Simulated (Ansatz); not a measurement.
**CuO: predicting SCF behaviour**

System: CuO, an experimental structure (space group C2/c); the cell holds 4 atoms. Sizeable forces remain on the atoms, so the positions aren't those of the computed minimum. Source: COD entry 9015887; it may be a high-temperature, high-pressure or metastable form.

```
Cu O
1.0
     2.34195   -1.73670    0.00000
     2.34195    1.73670    0.00000
    -0.77750    0.00000    5.06325
Cu O
2 2
Direct
  0.00000 0.50000 0.00000
  0.50000 0.00000 0.50000
  0.52790 0.47210 0.25000
  0.47210 0.52790 0.75000
```

Atoms are numbered from 1 in the order listed.

All numbers below come from DFT, r2SCAN, PAW, plane waves, scalar-relativistic (Ansatz development build ahead of 0.2.0).

```yaml
plane_wave_cutoff: 500 eV
k_point_mesh: 7×7×4 (Γ-centred)
occupations: Gaussian smearing, 0.1 eV
valence_electrons: 50
spin: collinear, starting moments Cu1 1.00, Cu2 1.00 μB
```

The total moment includes the space between the atomic spheres.

The starting density is a sum of atomic densities. β is the mixing step of the charge; the magnetisation has a step of its own, which the program sets unless it is named.

A semilocal functional without U tends to delocalise d and f electrons, and can give a metal where the real compound is an insulator. A small moment in a metal is sensitive to the mesh and the smearing. Only one magnetic start was run, with no search, so the state need not be the lowest.

Default run: converged in 31 iterations, ferromagnetic, site moments Cu1 0.61, Cu2 0.61, O3 0.30, O4 0.30 μB, total 1.84 μB per cell, no gap on the k-mesh. The search for lower states is off, and runs that name a mixer don't switch to direct minimisation.

(1) Change to linear mixing, β 0.4, Kerker (limit 80 iterations). Does it converge, and to what?

(2) Change to Anderson, β 0.5, history 12, no preconditioner (limit 80 iterations). Does it converge, and to what?

(3) Change to Anderson, β 1.0, backtracking line search (limit 80 iterations). Does it converge, and to what?

(4) Outcome with Broyden, β 0.9, history 4, no preconditioner (limit 80 iterations)?

(5) Rank these settings by the iterations they needed, fewest first.
A. Broyden, β 0.9, history 16, no preconditioner
B. default SCF settings
C. Broyden, β 0.9, history 4, no preconditioner
D. linear mixing, β 0.4, Kerker
E. Anderson, β 1.0, backtracking line search

Results:

(1) Converged in 46 iterations: the same free energy.

(2) Converged in 27 iterations: the same free energy.

(3) Converged in 32 iterations: the same free energy.

(4) Converged in 19 iterations: the same free energy.

(5) C (19), A (21), B (31), E (32), D (46).
